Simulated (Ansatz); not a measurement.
# Ba under changes of volume

One of the cells (62.989 Å³/atom); the others are scaled copies at fixed shape and fractional positions:

```
Ba
1.0
    -2.50650    2.50650    2.50650
     2.50650   -2.50650    2.50650
     2.50650    2.50650   -2.50650
Ba
1
Direct
  0.00000 0.00000 0.00000
```

| Property | Result |
| --- | --- |
| Program | Ansatz 0.2.0 |
| Functional | PBEsol |
| Potentials or basis | all-electron LAPW, scalar-relativistic |
| Cutoff | 81 eV (chosen from the basis error) |
| Basis error allowed | 0.0005 eV/atom |
| k mesh | 8 × 8 × 8 |
| Occupations | fermi-dirac, width 0.05 eV |
| Spin | no spin polarisation |

```tsv
volume (Å³/atom)	energy over the lowest point (meV/atom)	pressure (GPa)
59.209	0.00	-0.2
60.469	2.43	-0.4
61.729	?	?
62.989	11.42	-0.7
64.249	17.75	-0.9
65.508	25.17	-1.0
66.768	33.57	-1.1
```

Problem. What does the run at 61.729 Å³/atom give?

Solution. Energy over the lowest point 6.27 meV/atom; pressure -0.6 GPa.

Worked out: A Birch-Murnaghan fit of order 3 (a polynomial in V^(-2/3)) to the other rows has its minimum at 57.91 Å³/atom, just outside them, with B0 = V·E''(V) = 10.0 GPa and B' = 3.1. It gives 6.28 meV/atom at 61.729 Å³/atom, against the run's 6.27, and -dE/dV = -0.6 GPa, against -0.6.

Energies are extrapolated to zero smearing.
